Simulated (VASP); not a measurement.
InSe:

```xyz
4
Lattice="2.0000 1.1547 8.4400 -2.0000 1.1547 8.4400 0.0000 -2.3094 8.4400" Properties=species:S:1:pos:R:3 pbc="T T T"
In    0.0000    0.0000    0.0000
In    0.0000    0.0000    2.8206
Se    0.0000    0.0000   15.6098
Se    0.0000    0.0000   20.9675
```

- Program: VASP 6.6.1
- Task: relaxation of cell and atoms
- Functional: LDA
- Potentials or basis: VASP PAW LDA potentials, release 64 (In_d, Se)
- Cutoff: 600 eV
- k mesh: 9 × 9 × 8
- Occupations: gaussian, width 0.03 eV
- Spin: no spin polarisation

At the start: pressure -1.3 GPa; volume 29.24 Å³/atom.

How do energy, volume and symmetry change on relaxing?

Over 20 steps the energy falls by 7.1 meV/atom and the volume is 27.86 Å³/atom (-4.7 %); space group R3m (No. 160, to 0.05 Å).

Step by step:
| step | energy change (eV) | largest force (eV/Å) | pressure (GPa) | volume (Å³) |
| --- | --- | --- | --- | --- |
| 1 | 0.0000 | 0.2546 | -1.34 | 116.95 |
| 2 | -0.0209 | 0.1811 | 0.37 | 112.86 |
| 3 | -0.0213 | 0.1572 | 0.22 | 113.29 |
| 4 | -0.0232 | 0.0927 | -0.06 | 113.36 |
| 5 | -0.0234 | 0.0730 | -0.01 | 113.34 |
| 6 | -0.0240 | 0.0534 | -0.07 | 113.32 |
| 7 | -0.0247 | 0.0316 | -0.25 | 113.27 |
| 8 | -0.0251 | 0.0240 | -0.20 | 113.08 |
| 9 | -0.0258 | 0.0224 | -0.03 | 112.52 |
| 10 | -0.0256 | 0.0504 | 0.31 | 111.41 |
| 11 | -0.0260 | 0.0349 | 0.14 | 112.04 |
| 12 | -0.0265 | 0.0261 | 0.14 | 111.89 |
| 13 | -0.0273 | 0.0428 | 0.15 | 111.50 |
| 14 | -0.0270 | 0.1315 | 0.18 | 110.72 |
| 15 | -0.0275 | 0.0741 | 0.15 | 111.22 |
| 16 | -0.0280 | 0.0549 | 0.03 | 111.41 |
| 17 | -0.0283 | 0.0322 | -0.11 | 111.65 |
| 18 | -0.0285 | 0.0125 | 0.00 | 111.48 |
| 19 | -0.0285 | 0.0133 | 0.00 | 111.48 |
| 20 | -0.0286 | 0.0033 | 0.01 | 111.45 |

Final structure:
```
CELL_PARAMETERS angstrom
1.98750 1.14748 8.14481
-1.98750 1.14748 8.14481
0.00000 -2.29497 8.14481
ATOMIC_POSITIONS crystal
In 0.99952 0.99952 0.99952
In 0.11185 0.11185 0.11185
Se 0.61416 0.61416 0.61416
Se 0.83046 0.83046 0.83046
```
